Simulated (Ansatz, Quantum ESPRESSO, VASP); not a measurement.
# Ag: programs and potentials compared

The starting cell:

```xyz
1
Lattice="0.0000 2.0427 2.0427 2.0427 0.0000 2.0427 2.0427 2.0427 0.0000" Properties=species:S:1:pos:R:3 pbc="T T T"
Ag    0.0000    0.0000    0.0000
```

Alike in all runs: task relaxation of cell and atoms; functional revPBE; k mesh 11 × 11 × 11; occupations fermi-dirac, width 0.05 eV; no spin polarisation; no spin-orbit coupling.

| program and potentials | plane-wave cutoff (eV) | notes | equilibrium volume (Å³/atom) |
| --- | --- | --- | --- |
| Quantum ESPRESSO, PseudoDojo 0.4.1 SR PBE standard | 1116 | potentials made for PBE; 19 valence electrons an atom on average | 18.36 |
| VASP, PBE PAW files Ag, 600 eV | 600 | potentials made for PBE; 11 valence electrons an atom on average | 18.37 |
| Ansatz, all-electron LAPW, scalar-relativistic | - | - | 18.40 |

The equilibrium volume spans 18.36 (Quantum ESPRESSO, PseudoDojo 0.4.1 SR PBE standard) to 18.40 Å³/atom (Ansatz, all-electron LAPW, scalar-relativistic), with all-electron results at 18.40. Relaxations stop with a little pressure left, so the last digit of a volume isn't settled.

Differences between rows come from potentials, basis sets and numerical settings, since the functional is the same but for its coding. Runs on potential files found faulty are left out.
